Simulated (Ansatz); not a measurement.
**Ga: LAPW beside PAW**

Aim: solve Ga at one geometry with LAPW, all electrons, frozen-core PAW and all-electron PAW on datasets made for the crystal, and see where they agree.

Program: Ansatz 0.2.0. Level of theory: DFT PBEsol, scalar-relativistic. These are calculated values, not measurements.

## 1. The structure to begin with

Symmetry: C2/c, No. 15, monoclinic system. Conventional cell: a = 2.766 Å, b = 8.053 Å, c = 3.332 Å, α = 90.00°, β = 92.02°, γ = 90.00°. Ga (site symmetry 2) is surrounded by 8 Ga at 2.69 to 2.92 Å.

Coordinates:

```
Ga
1.0
     1.38300   -4.02650    0.00000
     1.38300    4.02650    0.00000
    -0.11745    0.00000    3.32993
Ga
2
Direct
  0.86900 0.13100 0.25000
  0.13100 0.86900 0.75000
```

Structure: COD 9011089, as refined from experiment and not relaxed.

Atoms are numbered in the order of the input: Ga1, Ga2.

## 2. LAPW, all electrons

input.yaml

```yaml
crystal:
  lattice:
    - [1.383, -4.0265, 0.0]
    - [1.383, 4.0265, 0.0]
    - [-0.11745, 0.0, 3.32993]
  atoms:
    - { symbol: Ga, position: [0.869, 0.131, 0.25] }
    - { symbol: Ga, position: [0.131, 0.869, 0.75] }
kpoints:
  mp_grid: { grid: [14, 14, 11] }
  band_path:
    path:
      - [0.0, 0.0, 0.0]
      - [-0.5, 0.5, 0.0]
      - [-0.5, 0.5, 0.5]
      - [0.0, 0.0, 0.5]
      - [0.0, 0.0, 0.0]
      - [-0.5, 0.0, 0.5]
      - [0.0, 0.0, 0.0]
      - [-0.5, 0.0, 0.0]
    npoints: 14
scf:
  occupations: { method: fermi_dirac, width: 0.03 }
hamiltonian:
  xc: pbesol
  pseudopotentials: { kind: all_electron, lapw: { basis_error: 0.0005 } }
output:
  forces: true
  stress: true
  eigenvalues: true
  fatbands: true
  populations: true
  dos: { projected: true, de: 0.2, e_range: [-14, 8] }
```

Launch:

```bash
$ ansatz run input.yaml --threads 1 --pin off --max-ram 3072MiB --backend cpu --events-out ev --progress --plain --runs-dir out
```

Log:

```text
Ga: projections on atomic orbitals take those of the free atom 1s2 2s2 2p6 3s2 3p6 3d10 4s2 4p1, of charge +0.00 (hamiltonian.pseudopotentials.projection_atoms)
LAPW: plane waves up to 8.522 Å⁻¹, error target 5.0e-4 eV per atom; small_component_spin mean_spin; Ga in spheres of 1.344 Å, 21 of its electrons in bands, Dirac shells []
Engine: ansatz 0.2.0
Pseudopotentials: kind: all_electron
Pseudopotential: Ga, LAPW, valence charge 21, Koelling and Harmon's equation, gaussian nucleus
Functional definition: PBEsol
  exchange = pbesol_x
  correlation = pbesol_c
Crystal: 2 atoms, lattice volume = 37.086 Å³
Basis set: ecut = 276.68269513270457 eV, 381 PW (Γ), FFT grids on a1+a2, a2, a3, exchange–correlation at level 2
Bands: 26, of which v1, the nominal top of the filled ones, is band 21 counted from 1 (20 counted from 0)
Symmetry: 4 space group operations
Space group: C2/c (ITA 15), of the structure as read, at distance tolerance 3.3e-5 Å
k-points: 582 of 2156
Non-local potential: Ga, projectors of the file, none
Initial density: superposition of atomic densities (chi_scale 0.1, normalization cell)
Initial wavefunctions: plane waves of lowest kinetic energy (no species holds an atomic orbital)
Functional: x = pbesol(κ = 0.804, μ = 0.12345679012345678), c = pbesol(β = 0.046)
iter 1 solved again at ethr=8.52e-5 eV; its pass at ethr=1.00e-1 eV (dr2=3.58e-2 eV) is discarded
SCF iter   1: F=—  HF=-105720.142546 eV  |F-HF|=—  |Δ(HF+E_count)|=         —  Δρ=1.26e-2  dr2=3.59e-2  ethr=8.52e-5  ⟨swp⟩=3.0  Hψ=102021  notcnv=0
preconditioner: auto → Kerker (q_TF=auto, 2.785 Å⁻¹)  [metal: Δε(μ)=0.012 eV  Ē_g=17.590 eV  σ=0.030 eV  W_gap=0.10  n_scr=12 (ndim 8)  ℏωp=31.1 eV  f_vac=0.000  D(μ)=0.59/eV (n_scr^D=2)]
SCF iter   2: F=—  HF=-105720.076153 eV  |F-HF|=—  |Δ(HF+E_count)|=   6.64e-2  Δρ=7.31e-3  dr2=1.40e-2  ethr=8.52e-5  ⟨swp⟩=2.0  Hψ=45415  notcnv=0
SCF iter   3: F=—  HF=-105720.063209 eV  |F-HF|=—  |Δ(HF+E_count)|=   1.29e-2  Δρ=5.44e-3  dr2=8.04e-3  ethr=3.33e-5  ⟨swp⟩=2.0  Hψ=42541  notcnv=0
SCF iter   4: F=—  HF=-105720.061526 eV  |F-HF|=—  |Δ(HF+E_count)|=   1.68e-3  Δρ=3.05e-3  dr2=2.71e-3  ethr=1.91e-5  ⟨swp⟩=2.0  Hψ=42541  notcnv=0
iter 5 solved again at ethr=4.02e-7 eV; its pass at ethr=6.45e-6 eV (dr2=1.69e-4 eV) is discarded
SCF iter   5: F=—  HF=-105720.061213 eV  |F-HF|=—  |Δ(HF+E_count)|=   3.13e-4  Δρ=7.26e-4  dr2=1.69e-4  ethr=4.02e-7  ⟨swp⟩=2.0  Hψ=73442  notcnv=0
SCF iter   6: F=—  HF=-105720.061198 eV  |F-HF|=—  |Δ(HF+E_count)|=   1.46e-5  Δρ=8.94e-5  dr2=2.98e-6  ethr=4.02e-7  ⟨swp⟩=2.0  Hψ=42541  notcnv=0
SCF iter   7: F=—  HF=-105720.061198 eV  |F-HF|=—  |Δ(HF+E_count)|=   2.95e-7  Δρ=1.41e-5  dr2=1.15e-7  ethr=7.10e-9  ⟨swp⟩=2.0  Hψ=42541  notcnv=0
SCF iter   8: F=-105720.061198 eV  HF=-105720.061198 eV  |F-HF|=3.04e-9  |Δ(HF+E_count)|=   8.25e-9  Δρ=3.85e-6  dr2=7.93e-9  ethr=2.73e-10  ⟨swp⟩=2.0  Hψ=42548  notcnv=0
SCF 1 converged in 8 iterations: F = -105720.061198 eV  dr2 = 7.93e-9
NSCF: frozen V_eff on 99 k-points
SCF converged after 8 iterations
Free energy (F): -105720.061198 eV
Harris-Foulkes:  -105720.061198 eV  (|F-HF|=3.04e-9)
Internal energy: -105720.059431 eV  (E = F + TS)
E sigma→0 (E₀):  -105720.060315 eV
Entropy (-TS):   -0.001767 eV (-0.883 meV/atom)
Fermi energy:    11.834870 eV
--- Per-component energies (eV) ---
  E_band       = -1532.113746
  E_kinetic    = 107786.754890
  E_xc         = -4037.642996
  E_electrostatic = -209469.171326  (all electrons and nuclei)
  E_smearing   = -0.001767  (= −TS)
  E_closure    = 0.000000  (closes the sum)
  E_atoms      = -105713.412254  (free atoms, spherical and without spin; not in F)
  Σ components = -105720.061198   (vs F -105720.061198, Δ=0.00e0)
  Basis errors (estimates in eV, not in F): energy 1.6e-4 per atom: plane waves 1.5e-4 (7.9e-5 summed), levels above the bands 2.0e-101, relativity 3.8e-9, radial functions 1.7e-5, core shells 1.2e-10; eigenvalues (radial functions only) 3.3e-7; not estimated: angular momenta, meshes, grids; target (lapw.basis_error) 5.0e-4; muffin-tin radii Ga 1.344 Å
--- Forces (eV/Å), atoms counted from 1 ---
  atom   1  Ga     0.00000000     0.18303829     0.00000000
  atom   2  Ga     0.00000000    -0.18303829     0.00000000
  max |Σ_I F_I| component: 2.78e-17 eV/Å
--- Stress (GPa, compression-positive) ---
       -1.881948       0.000000      -0.096492
        0.000000      -1.779916       0.000000
       -0.096492       0.000000      -1.875709
  P = ⅓ Tr σ = -1.8459 GPa (-18.459 kbar)
--- Band table (eV; the first three rows and the last of 582) ---
  k-point 0: bands = ["-131.5497", "-131.5489", "-82.4648", "-82.4602", "-82.4451", "-82.4442", "-82.4437", "-82.4376", "-3.2649", "-3.2552", "-3.2197", "-3.1971", "-2.9195", "-2.9183", "-2.8906", "-2.8857", "-2.8722", "-2.7353", "0.6007", "9.7398", "10.2068", "13.4589", "17.2477", "21.5113", "22.0123", "22.2371"]
  k-point 1: bands = ["-131.5497", "-131.5489", "-82.4647", "-82.4603", "-82.4450", "-82.4442", "-82.4437", "-82.4377", "-3.2721", "-3.2407", "-3.2194", "-3.1838", "-2.9379", "-2.9369", "-2.8752", "-2.8715", "-2.8697", "-2.7489", "0.7143", "9.8732", "10.0318", "12.6909", "18.4906", "21.1056", "21.3025", "21.6202"]
  k-point 2: bands = ["-131.5496", "-131.5489", "-82.4645", "-82.4606", "-82.4445", "-82.4442", "-82.4438", "-82.4382", "-3.2797", "-3.2196", "-3.2064", "-3.1514", "-2.9657", "-2.9634", "-2.8831", "-2.8482", "-2.8469", "-2.7859", "1.0561", "9.1640", "10.2697", "12.0387", "19.3693", "19.4304", "20.9215", "21.8943"]
  k-point 581: bands = ["-131.5493", "-131.5493", "-82.4634", "-82.4632", "-82.4441", "-82.4439", "-82.4410", "-82.4406", "-3.2290", "-3.2047", "-3.1375", "-3.1312", "-2.9415", "-2.9360", "-2.9088", "-2.9038", "-2.8929", "-2.8760", "5.4794", "5.8060", "7.5093", "7.8365", "22.1385", "23.2002", "23.5430", "23.6075"]
--- Löwdin populations: 2 sites ---
  site symbol       q [e]
     0     Ga     30.9868
     1     Ga     30.9868
  spilling = 0.000427 (of n_electrons = 62.000000)
```

Wall time 2.4 min (1 thread of Arm Neoverse V2, shared host); peak memory 1.4 GiB.

This run gives: pressure -1.85 GPa; no gap; largest force 0.183 eV/Å.

Levels at the path's labelled points, in eV from the Fermi level:

| point | band 18 | band 19 | band 20 | band 21 | band 22 | band 23 | band 24 |
| --- | --- | --- | --- | --- | --- | --- | --- |
| Γ | -14.57 | -11.23 | -2.10 | -1.63 | 1.62 | 5.41 | 9.68 |
| Y | -14.63 | -9.10 | -8.61 | 3.99 | 4.57 | 5.81 | 6.03 |
| M | -14.72 | -6.01 | -6.01 | -4.40 | -4.40 | 10.84 | 10.84 |
| A | -14.64 | -7.79 | -7.79 | 1.69 | 1.69 | 2.43 | 2.43 |
| Γ | -14.57 | -11.23 | -2.10 | -1.63 | 1.62 | 5.41 | 9.68 |
| L2 | -14.59 | -2.87 | -2.86 | -1.64 | -1.51 | 1.74 | 2.29 |
| Γ | -14.57 | -11.23 | -2.10 | -1.63 | 1.62 | 5.41 | 9.68 |
| V2 | -14.59 | -6.06 | -5.03 | -1.35 | 0.00 | 5.77 | 6.58 |

States per cell, counted by energy window (eV from the Fermi level, on a grid of 0.20 eV):

| from | to | total | Ga 4p | Ga 4s |
| --- | --- | --- | --- | --- |
| -10 | -9 | 0.31 | 0.16 | 0.15 |
| -9 | -8 | 0.40 | 0.21 | 0.18 |
| -8 | -7 | 0.46 | 0.24 | 0.21 |
| -7 | -6 | 0.57 | 0.27 | 0.29 |
| -6 | -5 | 0.62 | 0.27 | 0.34 |
| -5 | -4 | 0.56 | 0.28 | 0.28 |
| -4 | -3 | 0.60 | 0.35 | 0.24 |
| -3 | -2 | 0.66 | 0.46 | 0.20 |
| -2 | -1 | 0.82 | 0.64 | 0.17 |
| -1 | 0 | 0.73 | 0.56 | 0.16 |
| 0 | 1 | 0.77 | 0.53 | 0.21 |
| 1 | 2 | 0.87 | 0.63 | 0.21 |
| 2 | 3 | 1.00 | 0.75 | 0.20 |
| 3 | 4 | 0.89 | 0.67 | 0.17 |
| 4 | 5 | 0.87 | 0.65 | 0.16 |

## 3. Frozen-core PAW

Changes to input.yaml since step 2:

```diff
@@ -25,3 +25,3 @@
   xc: pbesol
-  pseudopotentials: { kind: all_electron, lapw: { basis_error: 0.0005 } }
+  pseudopotentials: { kind: paw }
 output:
@@ -30,4 +30,9 @@
   eigenvalues: true
-  fatbands: true
+  efg: { contact_densities: true }
   populations: true
+  bader: true
   dos: { projected: true, de: 0.2, e_range: [-14, 8] }
+  write_density: true
+  write_potential: true
+  elf: true
+  volumetric_format: npy
```

Launch:

```bash
$ ansatz run input.yaml --threads 1 --pin off --max-ram 3072MiB --backend cpu --events-out ev --progress --plain --runs-dir out
```

Log:

```text
[... 1 set-up line as earlier in the session ...]
Pseudopotentials: kind: paw
Pseudopotential: Ga, paw, valence charge 13, recommended cutoff 420 eV (normal)
[... 3 set-up lines as earlier in the session ...]
Crystal: 2 atoms, lattice volume = 37.086 Å³
Basis set: ecut = 420 eV, 721 PW (Γ), exchange–correlation on 60×60×48 points (8 copies of the dense FFT grid, shifted against one another)
Bands: 17, of which v1, the nominal top of the filled ones, is band 13 counted from 1 (12 counted from 0)
[... 2 set-up lines as earlier in the session ...]
k-points: 582 of 2156
Non-local potential: Ga, projectors of the file, l = 0: 2, l = 1: 2, l = 2: 3, l = 3: 1
PAW form: soft (Blöchl's): semilocal exchange-correlation on the pseudo side does not see the compensation charge
PAW frozen core: Ga, regenerated for the run's functional, and the local potential with it (the file was generated under x = pbe(κ = 0.804, μ = 0.2195149727645171), c = pbe(β = 0.06672455060314922))
PAW one-centre angular grid: Ga, 590 points (default); XC on 64 Gauss nodes
Initial density: superposition of atomic densities (neutral atoms: chi_scale 0, normalization atom), corrected by the library's trained network
Initial wavefunctions: pseudopotential atomic-orbital guess
[... 1 set-up line as earlier in the session ...]
SCF iter   1: F=—  HF=-7486.374479 eV  |F-HF|=—  |Δ(HF+E_count)|=         —  Δρ=2.11e-3  dr2=1.33e-3  ethr=1.77e-3  ⟨swp⟩=5.9  Hψ=47470  notcnv=0
preconditioner: auto → Kerker (q_TF=auto, 2.571 Å⁻¹)  [metal: Δε(μ)=0.007 eV  Ē_g=17.144 eV  σ=0.030 eV  W_gap=0.06  n_scr=12 (ndim 8)  ℏωp=31.1 eV  f_vac=0.000  D(μ)=0.59/eV (n_scr^D=2)]
SCF iter   2: F=—  HF=-7486.373139 eV  |F-HF|=—  |Δ(HF+E_count)|=   1.34e-3  Δρ=1.10e-3  dr2=4.89e-4  ethr=5.13e-6  ⟨swp⟩=2.0  Hψ=21549  notcnv=0  defer=17
SCF iter   3: F=—  HF=-7486.373079 eV  |F-HF|=—  |Δ(HF+E_count)|=   6.05e-5  Δρ=4.53e-4  dr2=1.29e-4  ethr=1.88e-6  ⟨swp⟩=1.1  Hψ=9893  notcnv=0  defer=17
SCF iter   4: F=—  HF=-7486.373050 eV  |F-HF|=—  |Δ(HF+E_count)|=   2.88e-5  Δρ=1.04e-4  dr2=7.71e-6  ethr=4.95e-7  ⟨swp⟩=2.9  Hψ=16934  notcnv=0  defer=17
SCF iter   5: F=—  HF=-7486.373046 eV  |F-HF|=—  |Δ(HF+E_count)|=   3.60e-6  Δρ=1.25e-4  dr2=2.74e-6  ethr=2.97e-8  ⟨swp⟩=2.0  Hψ=17395  notcnv=0  defer=17
SCF iter   6: F=—  HF=-7486.373044 eV  |F-HF|=—  |Δ(HF+E_count)|=   2.14e-6  Δρ=1.02e-5  dr2=4.16e-8  ethr=3.85e-10  ⟨swp⟩=7.0  Hψ=66210  notcnv=0
SCF iter   7: F=-7486.373044 eV  HF=-7486.373044 eV  |F-HF|=3.14e-8  |Δ(HF+E_count)|=   3.29e-8  Δρ=1.09e-5  dr2=2.03e-8  ethr=1.60e-10  ⟨swp⟩=8.2  Hψ=65033  notcnv=0
SCF 1 converged in 7 iterations: F = -7486.373044 eV  dr2 = 2.03e-8
NSCF: frozen V_eff on 99 k-points
SCF converged after 7 iterations
Free energy (F): -7486.373044 eV
Harris-Foulkes:  -7486.373044 eV  (|F-HF|=3.14e-8)
Internal energy: -7486.371276 eV  (E = F + TS)
E sigma→0 (E₀):  -7486.372160 eV
Entropy (-TS):   -0.001768 eV (-0.884 meV/atom)
Fermi energy:    9.739089 eV
--- Per-component energies (eV) ---
  E_band       = -71.151061
  E_kinetic    = 230.298282
  E_local      = -3589.575445  (includes V_loc(G=0)·N_el)
  E_nonlocal   = 847.108637
  E_hartree    = 1685.183085
  E_xc         = -137.875756
  E_vxc        = -116.949476  (∫ρ·V_xc dr)
  E_paw        = -3893.038458  (= ΣΔE_a)
  E_vpaw       = -812.410216  (= ΣTr[D̂ρ^β])
  E_aug_tail   = -0.000232  (compensation charges beyond the density's cutoff)
  E_ewald      = -2630.197344
  E_core_change = 1.725956  (= ΣΔE_core)
  E_smearing   = -0.001768  (= −TS)
  E_closure    = -0.000000  (closes the sum)
  Σ components = -7486.373044   (vs F -7486.373044, Δ=0.00e0)
--- Forces (eV/Å), atoms counted from 1 ---
  atom   1  Ga     0.00000000     0.18366732     0.00000000
  atom   2  Ga     0.00000000    -0.18366732     0.00000000
  max |Σ_I F_I| component: 2.78e-17 eV/Å
--- Stress (GPa, compression-positive) ---
       -1.914651       0.000000      -0.096262
        0.000000      -1.809380       0.000000
       -0.096262       0.000000      -1.907650
  P = ⅓ Tr σ = -1.8772 GPa (-18.772 kbar)
--- PAW observables at the nuclei: V_zz in 10²¹ V/m², potentials from the cell's mean, atoms counted from 1 ---
  atom   1  Ga V_zz =    +2.605151   η = 0.4678   by run symmetry: allowed
            electrostatic potential = -4133.091034 V   contact ρ = 187069.558345 e/Å³
  atom   2  Ga V_zz =    +2.605151   η = 0.4678   by run symmetry: allowed
            electrostatic potential = -4133.091034 V   contact ρ = 187069.558345 e/Å³
--- Band table (eV; the first three rows and the last of 582) ---
  k-point 0: bands = ["-5.3679", "-5.3585", "-5.3226", "-5.2995", "-5.0222", "-5.0218", "-4.9933", "-4.9892", "-4.9754", "-4.8389", "-1.4938", "7.6444", "8.1104", "11.3625", "15.1520", "19.4086", "19.9085"]
  k-point 1: bands = ["-5.3751", "-5.3440", "-5.3223", "-5.2862", "-5.0412", "-5.0397", "-4.9785", "-4.9744", "-4.9730", "-4.8524", "-1.3803", "7.7778", "7.9355", "10.5949", "16.3940", "19.0037", "19.2018"]
  k-point 2: bands = ["-5.3826", "-5.3225", "-5.3097", "-5.2540", "-5.0688", "-5.0664", "-4.9865", "-4.9512", "-4.9502", "-4.8893", "-1.0388", "7.0678", "8.1743", "9.9429", "17.2706", "17.3306", "18.8236"]
  k-point 581: bands = ["-5.3318", "-5.3075", "-5.2406", "-5.2343", "-5.0449", "-5.0391", "-5.0120", "-5.0071", "-4.9960", "-4.9787", "3.3836", "3.7105", "5.4135", "5.7410", "20.0355", "21.0961", "21.4377"]
--- Löwdin populations: 2 sites ---
  site symbol       q [e]
     0     Ga     12.9823
     1     Ga     12.9823
  spilling = 0.001358 (of n_electrons = 26.000000)
--- Bader charges: 2 sites ---
  site symbol  charge [e]  shift [e]
     0     Ga      0.0000     0.0000
     1     Ga      0.0000     0.0000
  estimated error of the sums over rays = 1.4e-4 e
```

It took 42 s on 1 thread of Arm Neoverse V2, shared host; peak memory 0.56 GiB.

This run gives: pressure -1.88 GPa; no gap; largest force 0.184 eV/Å; Vzz Ga1 2.61 (η = 0.47) (10²¹ V/m²).

| atom | Bader charge (e) | basin volume (Å³) |
| --- | --- | --- |
| Ga1 | +0.00 | 18.54 |

The fields are shown in the conventional cell of this run's space group, carried over from its grid by interpolation.

Density in a lattice plane of the grid's cell (edges 8.05 and 3.33 Å, at 0.500 of the third edge), which holds Ga.

Values in e/Å³, 6 rows by 12 columns:
```
 0.09  0.06  0.09  0.34  9.94  6.21  0.30  0.15  0.13  0.15  0.21  0.18
 0.09  0.07  0.09  0.34 10.04  6.26  0.30  0.16  0.14  0.15  0.21  0.18
 0.09  0.11  0.14  0.20  0.48  0.44  0.27  0.44  0.48  0.20  0.14  0.11
 0.09  0.18  0.21  0.15  0.14  0.16  0.30  6.26 10.04  0.34  0.09  0.07
 0.09  0.18  0.21  0.15  0.13  0.15  0.30  6.21  9.94  0.34  0.09  0.06
 0.09  0.11  0.14  0.20  0.48  0.45  0.27  0.45  0.48  0.20  0.14  0.11
```
Columns run along the first of these edges and rows up along the second, over one cell in 12 and 6 even steps from the bottom left corner. Atoms in the plane (fractional): Ga at (0.63, 0.25), Ga at (0.37, 0.75).

ELF in the same plane.

Ten even steps from ' ' (0.05) to '@' (0.50):
```
::....::--++++==..  ::++##%%**++++++##%%%%%%**==
::..  ..::++++::  ++  ==**%%++----++##%%@@%%##++
::....::--++++==..  ::++##%%**++++++##%%%%%%**==
::::==++******++====++##@@##++====++******++==::
::==**%%%%%%##++++++**%%##++::  ..==++++--::....
::++##%%@@%%##++----++%%**==  ++  ::++++::..  ..
::==**%%%%%%##++++++**%%##++::  ..==++++--::....
::::==++******++++++++##@@##++++++++******++==::
```
Columns run along the first of these edges and rows up along the second, over one cell in 24 and 8 even steps from the bottom left corner. Atoms in the plane (fractional): Ga at (0.63, 0.25), Ga at (0.37, 0.75).

Both are smooth fields of the valence electrons: close to the nuclei they are not physical.

The highest ELF values outside the cores: 0.50 on the Ga–Ga line, 1.3 Å from Ga.

## 4. All-electron PAW on datasets made for the crystal

Changes to input.yaml since step 3:

```diff
@@ -20,3 +20,3 @@
       - [-0.5, 0.0, 0.0]
-    npoints: 14
+    npoints: 8
 scf:
@@ -25,3 +25,3 @@
   xc: pbesol
-  pseudopotentials: { kind: paw }
+  pseudopotentials: { kind: all_electron, datasets: crystal }
 output:
@@ -31,8 +31 @@
   efg: { contact_densities: true }
-  populations: true
-  bader: true
-  dos: { projected: true, de: 0.2, e_range: [-14, 8] }
-  write_density: true
-  write_potential: true
-  elf: true
-  volumetric_format: npy
```

Launch:

```bash
$ ansatz run input.yaml --threads 1 --pin off --max-ram 3072MiB --backend cpu --events-out ev --progress --plain --runs-dir out
```

Log, cut to the lines that bear on the results:

```text
[...]
[... 1 set-up line as earlier in the session ...]
Pseudopotential: Ga, paw, valence charge 13, recommended cutoff 240 eV (normal), Koelling and Harmon's equation, gaussian nucleus
[... 1 set-up line as earlier in the session ...]
[...]
Crystal: 2 atoms, lattice volume = 37.086 Å³
Basis set: ecut = 240 eV, 313 PW (Γ), exchange–correlation on 48×48×36 points (8 copies of the dense FFT grid, shifted against one another)
Bands: 17, of which v1, the nominal top of the filled ones, is band 13 counted from 1 (12 counted from 0)
[... 2 set-up lines as earlier in the session ...]
k-points: 582 of 2156
[...]
SCF iter   1: F=—  HF=-105720.052691 eV  |F-HF|=—  |Δ(HF+E_count)|=         —  Δρ=2.04e-2  dr2=1.52e-1  ethr=6.12e-4  ⟨swp⟩=3.5  Hψ=51019  notcnv=0
[...]
--- Forces (eV/Å), atoms counted from 1 ---
  atom   1  Ga     0.00000000     0.18299760     0.00000000
  atom   2  Ga     0.00000000    -0.18299760     0.00000000
[...]
--- Stress (GPa, compression-positive) ---
       -1.882674       0.000000      -0.096466
        0.000000      -1.779794       0.000000
       -0.096466       0.000000      -1.875980
  P = ⅓ Tr σ = -1.8461 GPa (-18.461 kbar)
--- PAW observables at the nuclei: V_zz in 10²¹ V/m², potentials from the cell's mean, atoms counted from 1 ---
  atom   1  Ga V_zz =    +2.630166   η = 0.4640   by run symmetry: allowed
            electrostatic potential = -4131.462116 V   contact ρ = 187137.566443 e/Å³
  atom   2  Ga V_zz =    +2.630166   η = 0.4640   by run symmetry: allowed
            electrostatic potential = -4131.462116 V   contact ρ = 187137.566443 e/Å³
--- Band table (eV; the first three rows and the last of 582) ---
  k-point 0: bands = ["-3.2646", "-3.2547", "-3.2197", "-3.1974", "-2.9198", "-2.9179", "-2.8909", "-2.8853", "-2.8720", "-2.7351", "0.6008", "9.7397", "10.2068", "13.4591", "17.2478", "21.5115"]
[...]
```

It took 52 s on 1 thread of Arm Neoverse V2, shared host; peak memory 0.91 GiB.

This run gives: pressure -1.85 GPa; no gap; largest force 0.183 eV/Å; Vzz Ga1 2.63 (η = 0.46) (10²¹ V/m²).

| atom | contact density (e/Å³) |
| --- | --- |
| Ga1 | 187137.6 |

## 5. The methods compared

| method | pressure (GPa) | largest force (eV/Å) | Vzz Ga1 (10²¹ V/m²) | SCF cycles, all passes |
| --- | --- | --- | --- | --- |
| LAPW | -1.85 | 0.183 | – | 8 |
| PAW | -1.88 | 0.184 | 2.61 | 7 |
| crystal datasets | -1.85 | 0.183 | 2.63 | 8 |

## 6. Summary of results

| quantity | value |
| --- | --- |
| pressure | LAPW -1.85, PAW -1.88, crystal datasets -1.85 GPa |
| gap (LAPW) | none |
| largest force | LAPW 0.183, PAW 0.184, crystal datasets 0.183 eV/Å |
| Bader charges (PAW) | Ga1 +0.00 e |
| highest ELF (PAW) | 0.50, 1.34 Å from Ga |

In words: At this geometry the cell is under tension of 1.8 GPa, so it would shrink if let go. There is no gap at this level; the crystal is a metal here. Within 0.3 eV of the Fermi level the largest projected share is Ga 4p (75 %). The projection holds only the free atom's occupied shells (Ga 4s, Ga 4p in this range). The field gradient at Ga1, the largest by crystal datasets, is 2.61 by PAW and 2.63 by crystal datasets (10²¹ V/m²), within 5 %. In pressure, PAW differs from LAPW by -0.03 GPa. The forces differ by at most 1 meV/Å in a component, on a largest force of 0.183 eV/Å. LAPW took about 3 times as long as PAW (2.4 min against 42 s, on a shared host and with the outputs that each input asks for).
